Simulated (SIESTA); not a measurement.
The system is ZnSiP2.

```
Zn P Si
1.0
    -2.68670    2.68670    5.23003
     2.68670   -2.68670    5.23003
     2.68670    2.68670   -5.23003
Zn P Si
2 4 2
Direct
  0.75000 0.25000 0.50000
  0.00000 0.00000 0.00000
  0.14230 0.62500 0.01730
  0.60770 0.12500 0.98270
  0.87500 0.85770 0.48270
  0.37500 0.39230 0.51730
  0.25000 0.75000 0.50000
  0.50000 0.50000 0.00000
```

The cell is a database's computed one.

Program: SIESTA 5.4.2. Alike in all runs: task band structure; no spin polarisation; cell as given; k mesh 7 × 7 × 7; smearing fermi-dirac 0.05 eV; grid cutoff 800 Ry; energy shift 0.003 Ry.

**Question.** Order these runs on this cell by their pressure, lowest first.
A. level LDA; potentials or basis PseudoDojo 0.4 standard (LDA files), DZP (energy shift 0.003 Ry; two zetas on semicore shells)
B. level PBEsol; potentials or basis PseudoDojo 0.4 standard (PBEsol files), DZP (energy shift 0.003 Ry; two zetas on semicore shells)
C. level PBE; potentials or basis PseudoDojo 0.4 standard (PBE files), DZP (energy shift 0.003 Ry; two zetas on semicore shells)

**Answer.** A (-1.7 GPa), B (0.7 GPa), C (3.6 GPa).

Caveats: short orbitals over semicore shells can move pressures by several GPa; the basis of atomic orbitals isn't converged, which shifts pressures, moduli and gaps.
